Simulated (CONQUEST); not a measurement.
# TiO2 under changes of volume

One of the cells (10.435 Å³/atom); the others are scaled copies at fixed shape and fractional positions:

```
CELL_PARAMETERS angstrom
2.95921 0.00000 0.00000
0.00000 4.59984 0.00000
0.00000 0.00000 4.59984
ATOMIC_POSITIONS crystal
Ti 0.50000 0.00000 0.00000
Ti 0.00000 0.50000 0.50000
O 0.50000 0.30432 0.69568
O 0.00000 0.80432 0.80432
O 0.00000 0.19568 0.19568
O 0.50000 0.69568 0.30432
```

The cell is a database's computed one.

- Program: CONQUEST 1.3
- Functional: PBE
- Potentials or basis: PseudoDojo NC PBE, SZ, grid of 32 × 48 × 48 points
- k mesh: 9 × 6 × 6
- Occupations: fermi-dirac, width 0.05 eV
- Spin: no spin polarisation

```tsv
volume (Å³/atom)	energy over the lowest point (meV/atom)	pressure (GPa)	gap on the mesh (eV)	largest force (eV/Å)
9.809	39.00	19.3	1.46	0.479
10.018	18.15	12.8	1.41	0.375
10.227	5.42	6.8	1.36	0.280
10.435	0.00	1.5	1.32	0.174
10.644	?	?	?	?
10.853	7.78	-7.4	1.25	0.001
11.062	20.12	-11.2	1.21	0.088
```

Problem. What does the run at 10.644 Å³/atom give?

Solution. Energy over the lowest point 0.87 meV/atom; pressure -3.0 GPa; gap on the mesh 1.28 eV; largest force 0.059 eV/Å.

Worked out: A Birch-Murnaghan fit of order 3 (a polynomial in V^(-2/3)) to the other rows has its minimum at 10.51 Å³/atom with B0 = V·E''(V) = 243 GPa and B' = 4.1 at fixed shape and positions, which overstates the stiffness. It gives 0.93 meV/atom at 10.644 Å³/atom, against the run's 0.87, and -dE/dV = -3.1 GPa, against -3.0. A straight line through the other rows of the gap, of slope -2.04 eV per unit of ln V (its deformation potential), gives 1.29 eV, against the run's 1.28.

Energies are extrapolated to zero smearing.

Caveats: the atomic basis is small; an odd mesh through Γ misses points on the zone boundary, where band edges often lie; the basis of atomic orbitals isn't converged, which shifts pressures, moduli and gaps.
